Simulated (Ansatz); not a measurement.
# BP (zinc blende): the cost of one run

Computed with Ansatz 0.2.0 (DFT PBEsol, scalar-relativistic, plane waves, PAW, unless a step's input says otherwise).

## (1) Starting point

It takes space group F-43m (No. 216, cubic). Conventional cell: a = 4.535 Å, b = 4.535 Å, c = 4.535 Å, α = 90.00°, β = 90.00°, γ = 90.00°. B (site symmetry -43m) is surrounded by 4 P at 1.96 Å. Around P (site symmetry -43m) lie 4 B at 1.96 Å.

As a file:

```
B P
1.0
     0.00000    2.26750    2.26750
     2.26750    0.00000    2.26750
     2.26750    2.26750    0.00000
B P
1 1
Direct
  0.00000 0.00000 0.00000
  0.25000 0.25000 0.25000
```

## (2) Phonons: BP (zinc blende), no spin

input.yaml

```yaml
crystal:
  lattice:
    - [0.0, 2.2675, 2.2675]
    - [2.2675, 0.0, 2.2675]
    - [2.2675, 2.2675, 0.0]
  atoms:
    - { symbol: B, position: [0.0, 0.0, 0.0] }
    - { symbol: P, position: [0.25, 0.25, 0.25] }
scf:
  occupations: { method: fixed }
output: {}
hamiltonian:
  xc: pbesol
basis:
  ecutwfc: 520
kpoints:
  mp_grid: { grid: [3, 3, 3] }
phonons:
  method: dfpt
  dielectric: true
  eigenvectors: false
  rigid_motions: translations
```

Command:

```console
> ansatz run input.yaml --threads 2 --pin off --max-ram 6144MiB --backend cpu --events-out ev --progress --plain --runs-dir out
```

**Question.** How long does this run take on 2 threads of Arm Neoverse V1, shared host, and how much memory does it need?

About 5.5 s, with a peak of 0.32 GiB.
